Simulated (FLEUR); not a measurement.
# CdTe (F-43m) in FLEUR: notebook, part 2 of 2

FLEUR MaX-R8.1 (later development tree). Earlier steps stand in the parts before.

### 9 Band structure, Wu-Cohen GGA

Changes to inp.xml since step 7:

```diff
@@ -6,6 +6,6 @@
    <calculationSetup>
-      <cutoffs Kmax="4.39" Gmax="13.6" GmaxXC="13.6" numbands="0"/>
+      <cutoffs Kmax="3.8" Gmax="11.8" GmaxXC="11.8" numbands="0"/>
       <scfLoop itmax="60" minDistance="0.00001" maxIterBroyd="15" imix="Anderson" alpha="0.05" precondParam="0.0" spinf="2.0" sdNocoIR="T"/>
       <coreElectrons ctail="T" frcor="F" kcrel="0" coretail_lmax="0"/>
-      <xcFunctional name="Rpbe" relativisticCorrections="F"/>
+      <xcFunctional name="wc" relativisticCorrections="F"/>
       <magnetism jspins="1"/>
@@ -17,3 +17,3 @@
    <cell>
-      <bzIntegration valenceElectrons="42.0" mode="hist" fermiSmearingEnergy="0.00183747">
+      <bzIntegration valenceElectrons="42.0" mode="hist" fermiSmearingEnergy="0.00073499">
          <kPointListSelection listName="default-1"/>
@@ -24,3 +24,3 @@
       <xi:include xmlns:xi="http://www.w3.org/2001/XInclude" href="sym.xml"> </xi:include>
-      <bulkLattice scale="1.0196128224">
+      <bulkLattice scale="1.0">
          <bravaisMatrix>
@@ -34,3 +34,3 @@
       <species name="Tellurium (Te)" element="Te" atomicNumber="52">
-         <mtSphere radius="2.23" gridPoints="761" logIncrement="0.017"/>
+         <mtSphere radius="2.3" gridPoints="761" logIncrement="0.017"/>
          <atomicCutoffs lmax="9" lnonsphr="7"/>
@@ -51,3 +51,3 @@
       <species name="Cadmium (Cd)" element="Cd" atomicNumber="48">
-         <mtSphere radius="2.48" gridPoints="847" logIncrement="0.015"/>
+         <mtSphere radius="2.56" gridPoints="847" logIncrement="0.015"/>
          <atomicCutoffs lmax="10" lnonsphr="8"/>
```

File crystal.txt:

```
CdTe
&input cartesian=F /
0.0000000000  3.2050000000  3.2050000000
3.2050000000  0.0000000000  3.2050000000
3.2050000000  3.2050000000  0.0000000000
1.8897261246
1.0 1.0 1.0

2
52 0.7500000000  0.7500000000  0.7500000000
48 0.0000000000  0.0000000000  0.0000000000

&kpt div1=7 div2=7 div3=7 gamma=T /
```

Changes to inp.xml (bands) since step 2:

```diff
@@ -6,6 +6,6 @@
    <calculationSetup>
-      <cutoffs Kmax="4.26" Gmax="13.2" GmaxXC="13.2" numbands="0"/>
+      <cutoffs Kmax="3.8" Gmax="11.8" GmaxXC="11.8" numbands="0"/>
       <scfLoop itmax="60" minDistance="0.00001" maxIterBroyd="15" imix="Anderson" alpha="0.05" precondParam="0.0" spinf="2.0" sdNocoIR="T"/>
       <coreElectrons ctail="T" frcor="F" kcrel="0" coretail_lmax="0"/>
-      <xcFunctional name="Rpbe" relativisticCorrections="F"/>
+      <xcFunctional name="wc" relativisticCorrections="F"/>
       <magnetism jspins="1"/>
@@ -17,3 +17,3 @@
    <cell>
-      <bzIntegration valenceElectrons="42.0" mode="hist" fermiSmearingEnergy="0.00183747">
+      <bzIntegration valenceElectrons="42.0" mode="hist" fermiSmearingEnergy="0.00073499">
          <kPointListSelection listName="path-1"/>
```

Potentials or basis: all-electron, FLAPW.

Run with:

```sh
> inpgen -f crystal.txt -profile fastHighL
> # inp.xml edited to the form shown
> fleur_MPI
> fleur_MPI   # second run, on inp.xml (bands)
```

Output:

```text
Welcome to FLEUR        (www.flapw.de)
      MaX-Release 8.1          (www.max-centre.eu)

 ========== k-point set info ==========
 Selected k-point list: default-1
 k-point list type: mesh
 7 x 7 x 7
 Number of k points: 20

 ------------Calculation Setup---------------------------
 Number of MPI-tasks      :            1
 Number of PE/node        :            1
 Number of OMP-threads    :            1
 Most efficient MPI parallelization for:
           1           2           4           5          10          20
 Additional eigenvalue parallelization possible
 Number of basis functions:          508
 Approximate size of matrices (H+S) per k-point:         0.008 GB
 --------------------------------------------------------
 Iteration:     1   Distance:       5.66100480 me/bohr^3
 Iteration:     2   Distance:       5.22156646 me/bohr^3
 Iteration:     3   Distance:       3.16552403 me/bohr^3
 Iteration:     4   Distance:       0.92723816 me/bohr^3
 Iteration:     5   Distance:       0.68628764 me/bohr^3
 Iteration:     6   Distance:       0.12763121 me/bohr^3
 Iteration:     7   Distance:       0.08867037 me/bohr^3
 Iteration:     8   Distance:       0.03652561 me/bohr^3
 Iteration:     9   Distance:       0.00552628 me/bohr^3
 Iteration:    10   Distance:       0.00374417 me/bohr^3
 Iteration:    11   Distance:       0.00031771 me/bohr^3
 Iteration:    12   Distance:       0.00018149 me/bohr^3
 Iteration:    13   Distance:       0.00002986 me/bohr^3
 Iteration:    14   Distance:       0.00000646 me/bohr^3

 ********************************************************************
 Run finished successfully
 Stop message:
   all done
 ********************************************************************
```

output (bands):

```text
Welcome to FLEUR        (www.flapw.de)
      MaX-Release 8.1          (www.max-centre.eu)

 ========== k-point set info ==========
 Selected k-point list: path-1
 k-point list type: path
 Number of k points: 60

 ------------Calculation Setup---------------------------
 Number of MPI-tasks      :            1
 Number of PE/node        :            1
 Number of OMP-threads    :            1
 Most efficient MPI parallelization for:
           1           2           3           4           5           6          10          12          15          20          30          60
 Additional eigenvalue parallelization possible
 Number of basis functions:          512
 Approximate size of matrices (H+S) per k-point:         0.008 GB
 --------------------------------------------------------
 Fermi energy correction for insulators:
 No automatic correction of the Fermi energy has been performed.

 Note: Band structure data (together with different weights) is also stored in the banddos.hdf file.
       A convenient way of extracting and plotting the data from that file is by making use of the

 ********************************************************************
 Run finished successfully
 Stop message:
   Charge density postprocessing done.
 ********************************************************************
```

out.xml (last iteration):

```text
<iteration numberForCurrentRun="   14" overallNumber="   14">
         <energyParameters units="Htr">
            <atomicEP atomType="1" spin="1" branch="5s" branchLowest="-5.67" branchHighest="0.71" value="-0.3002971363"/>
            <atomicEP atomType="1" spin="1" branch="5p" branchLowest="-3.84" branchHighest="1.49" value="-0.0518222624"/>
            <atomicEP atomType="1" spin="1" branch="5d" branchLowest="-1.13" branchHighest="2.85" value="0.1561329517"/>
            <atomicEP atomType="1" spin="1" branch="4f" branchLowest="-9.99" branchHighest="1.66" value="0.3091368919"/>
            <loAtomicEP atomType="1" spin="1" branch="4p" branchLowest="-29.15" branchHighest="-3.84" value="-3.8517666099"/>
            <loAtomicEP atomType="1" spin="1" branch="4p" branchLowest="-29.15" branchHighest="-3.84" value="-3.8517666099"/>
            <loAtomicEP atomType="1" spin="1" branch="4d" branchLowest="-20.21" branchHighest="-1.13" value="-1.1698426858"/>
            <loAtomicEP atomType="1" spin="1" branch="4d" branchLowest="-20.21" branchHighest="-1.13" value="-1.1698426858"/>
            <loAtomicEP atomType="1" spin="1" branch="5s" branchLowest="-5.67" branchHighest="0.71" value="-0.3002971363"/>
            <loAtomicEP atomType="1" spin="1" branch="4f" branchLowest="-9.99" branchHighest="1.66" value="0.3091392572"/>
[... 121 lines left out ...]
            <atomTypeDependentContributions atomType="1">
               <electronNucleiInteractionDifferentMTs value="8229.9039270980"/>
               <MadelungTerm value="-33.5760929535"/>
            </atomTypeDependentContributions>
            <atomTypeDependentContributions atomType="2">
               <electronNucleiInteractionDifferentMTs value="6777.9134768914"/>
               <MadelungTerm value="-16.8400445379"/>
            </atomTypeDependentContributions>
            <tkbTimesEntropy value="0.0000000000"/>
            <freeEnergy value="-12391.4255433406"/>
            <extrapolationTo0K value="-12391.4255433406"/>
         </totalEnergy>
         <densityConvergence units="me/bohr^3">
            <chargeDensity spin="1" distance="0.0000064626"/>
         </densityConvergence>
      </iteration>
```

It took 60 s on 1 thread of Arm Neoverse V1, shared host; peak memory 0.08 GiB.

Results:

* Free energy: -337187.8666 eV
* Band gap on the k mesh: 0.73 eV, direct
* Band gap along the path: 0.73 eV, direct
* Valence electrons inside the program's atomic spheres: Te 19.07; Cd 18.61 (radii Te 2.3, Cd 2.56 bohr)

Levels at the corners of the path, in eV from the valence-band top:
| point | band 17 | band 18 | band 19 | band 20 | band 21 | band 22 | band 23 | band 24 | band 25 | band 26 |
| --- | --- | --- | --- | --- | --- | --- | --- | --- | --- | --- |
| Γ | -8.08 | -8.08 | 0.00 | 0.00 | 0.00 | 0.73 | 4.54 | 4.54 | 4.54 | 7.31 |
| X | -8.05 | -7.57 | -4.51 | -2.00 | -2.00 | 2.41 | 2.59 | 8.86 | 9.23 | 9.23 |
| W | -8.08 | -7.47 | -4.38 | -2.48 | -2.37 | 4.32 | 4.57 | 5.51 | 6.19 | 9.74 |
| K | -8.07 | -7.51 | -4.41 | -2.74 | -1.66 | 2.78 | 4.49 | 7.31 | 7.49 | 7.83 |
| Γ | -8.08 | -8.08 | 0.00 | 0.00 | 0.00 | 0.73 | 4.54 | 4.54 | 4.54 | 7.31 |
| L | -8.07 | -7.71 | -4.66 | -0.83 | -0.83 | 1.75 | 5.13 | 5.13 | 6.90 | 8.61 |
| U | -8.07 | -7.51 | -4.41 | -2.74 | -1.66 | 2.78 | 4.49 | 7.31 | 7.49 | 7.83 |
| W | -8.08 | -7.47 | -4.38 | -2.48 | -2.37 | 4.32 | 4.57 | 5.51 | 6.19 | 9.74 |
| L | -8.07 | -7.71 | -4.66 | -0.83 | -0.83 | 1.75 | 5.13 | 5.13 | 6.90 | 8.61 |
| K | -8.07 | -7.51 | -4.41 | -2.74 | -1.66 | 2.78 | 4.49 | 7.31 | 7.49 | 7.83 |
| U | -8.07 | -7.51 | -4.41 | -2.74 | -1.66 | 2.78 | 4.49 | 7.31 | 7.49 | 7.83 |
| X | -8.05 | -7.57 | -4.51 | -2.00 | -2.00 | 2.41 | 2.59 | 8.86 | 9.23 | 9.23 |

Core levels (eV from the Fermi level):
```
atom                                                                                                                                           levels
1 Te  1s1/2 -31598.1, 2s1/2 -4839.6, 2p1/2 -4534.8, 2p3/2 -4260.3, 3s1/2 -958.6, 3p1/2 -833.2, 3p3/2 -782.1, 4s1/2 -158.6, 3d3/2 -560.6, 3d5/2 -549.9
2 Cd                1s1/2 -26502.5, 2s1/2 -3930.4, 2p1/2 -3659.5, 2p3/2 -3467.0, 3s1/2 -729.4, 3p1/2 -620.8, 3p3/2 -586.4, 3d3/2 -393.9, 3d5/2 -386.9
```

Caveat: spin-orbit coupling is left out, which moves the levels of the heavy elements.

### 10 Summary

```csv
task,level,smearing,gmax,muffin-tin radii,max iterations,mixing factor,mixer,kmax,gap on the mesh (eV)
band structure,RPBE,fermi-dirac 0.05 eV,13.2 1/bohr,"Te 2.3, Cd 2.56 bohr",60,0.05,Anderson,4.26 1/bohr,1.24
equation of state,RPBE,fermi-dirac 0.05 eV,13.6 1/bohr,"Te 2.23, Cd 2.48 bohr",-,-,-,4.39 1/bohr,-
band structure,Wu-Cohen GGA,fermi-dirac 0.02 eV,11.8 1/bohr,"Te 2.3, Cd 2.56 bohr",60,0.05,Anderson,3.8 1/bohr,0.73
```

Alike in all rows: potentials or basis all-electron, FLAPW; no spin polarisation; cell as given; k mesh 7 × 7 × 7.

Caveats: spin-orbit coupling is left out, which moves the levels of the heavy elements (some runs).

Compare energies only between runs with the same functional and basis.

### 11 Against experiment

Step 2. A measured gap of CdTe is 1.607 eV (0 K; a printed reference work, data compilation); the calculated 1.24 eV misses it by -0.37 eV. Spin-orbit coupling on Cd, Te is left out. The value is that of RPBE, without temperature or zero-point motion. Semilocal functionals fall short of measured gaps as a rule.

Step 9. Against the measured gap of CdTe, 1.607 eV (0 K; a printed reference work, data compilation), the calculated 0.73 eV is off by -0.88 eV. Spin-orbit coupling on Cd, Te is left out. The value is that of Wu-Cohen GGA, without temperature or zero-point motion.
